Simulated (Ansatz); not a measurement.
# CuO: the cost of one run

Method: DFT LDA+U (U_eff = 4 eV on Cu d), plane waves, PAW, in Ansatz 0.2.0.

## 1. The starting structure

It takes space group Cc (No. 9, monoclinic). Conventional cell: a = 4.689 Å, b = 3.427 Å, c = 5.132 Å, α = 90.00°, β = 99.65°, γ = 90.00°. Around Cu (site symmetry 1) lie 4 O at 1.91 to 2.02 Å. Around O (site symmetry 1) lie 4 Cu at 1.91 to 2.02 Å.

Coordinates:

```xyz
4
Lattice="2.3446 -1.7134 0.0000 2.3446 1.7134 0.0000 -0.8605 0.0000 5.0594" Properties=species:S:1:pos:R:3 pbc="T T T"
Cu    1.1723    0.8457    0.0000
Cu    0.7420   -0.8457    2.5297
O     2.0724   -0.2841    1.2836
O     1.6421    0.2841    3.8133
```

Magnetic order typed: opposed in the cell.

An earlier series on this cell reached its lowest free state from «from atoms, symmetry kept, no search», perhaps among other starts.

## 2. Random orbitals: single harmonics, second filling

Input file input.yaml:

```yaml
crystal:
  lattice:
    - [2.34464976, -1.71339982, 0.0]
    - [2.34464976, 1.71339982, 0.0]
    - [-0.86054991, 0.0, 5.05943948]
  atoms:
    - { symbol: Cu, position: [0.0032, 0.4968, 0.0], spin: 1.0 }
    - { symbol: Cu, position: [0.4968, 0.0032, 0.5], spin: -1.0 }
    - { symbol: O, position: [0.5714, 0.4056, 0.2537] }
    - { symbol: O, position: [0.4056, 0.5714, 0.7537] }
basis:
  ecutwfc: 420
  ecutrho_ratio: 4
kpoints:
  mp_grid: { grid: [7, 7, 4] }
hamiltonian:
  xc: lda
  hubbard:
    sites:
      - { site: 0, l: d, u_eff: 4.0, starting_ns: [{ spin: up, occupation_matrix: s0up }, { spin: down, occupation_matrix: s0down }] }
      - { site: 1, l: d, u_eff: 4.0, starting_ns: [{ spin: up, occupation_matrix: s1up }, { spin: down, occupation_matrix: s1down }] }
    occupation_matrices:
      s0up:
        matrix:
          - [0.97, 0.0, 0.0, 0.0, 0.0]
          - [0.0, 0.97, 0.0, 0.0, 0.0]
          - [0.0, 0.0, 0.97, 0.0, 0.0]
          - [0.0, 0.0, 0.0, 0.97, 0.0]
          - [0.0, 0.0, 0.0, 0.0, 0.97]
      s0down:
        matrix:
          - [0.97, 0.0, 0.0, 0.0, 0.0]
          - [0.0, 0.02, 0.0, 0.0, 0.0]
          - [0.0, 0.0, 0.97, 0.0, 0.0]
          - [0.0, 0.0, 0.0, 0.97, 0.0]
          - [0.0, 0.0, 0.0, 0.0, 0.97]
      s1up:
        matrix:
          - [0.97, 0.0, 0.0, 0.0, 0.0]
          - [0.0, 0.97, 0.0, 0.0, 0.0]
          - [0.0, 0.0, 0.97, 0.0, 0.0]
          - [0.0, 0.0, 0.0, 0.02, 0.0]
          - [0.0, 0.0, 0.0, 0.0, 0.97]
      s1down:
        matrix:
          - [0.97, 0.0, 0.0, 0.0, 0.0]
          - [0.0, 0.97, 0.0, 0.0, 0.0]
          - [0.0, 0.0, 0.97, 0.0, 0.0]
          - [0.0, 0.0, 0.0, 0.97, 0.0]
          - [0.0, 0.0, 0.0, 0.0, 0.97]
    ns_hold: { iters: 12 }
scf:
  occupations: { method: gaussian, width: 0.05 }
  lower_state_search: "off"
  max_iter: 150
output:
  forces: true
  stress: true
  eigenvalues: true
  populations: true
  hubbard: { sites: [{ site: 0, l: d }, { site: 1, l: d }] }
magnetization:
  spin_polarized: true
```

The typed matrices put 0.97 on the chosen orbitals and 0.02 on the others, and are held for 12 cycles.

Run with:

```sh
$ ansatz run input.yaml --threads 2 --pin off --max-ram 3072MiB --backend cpu --events-out ev --progress --plain --runs-dir out
```

**Question.** How long does this run take on 2 threads of Intel Xeon Platinum 8223CL at 3.00GHz (Skylake/Cascade Lake), shared host, and how much memory does it need?

About 35 s, with a peak of 0.54 GiB.
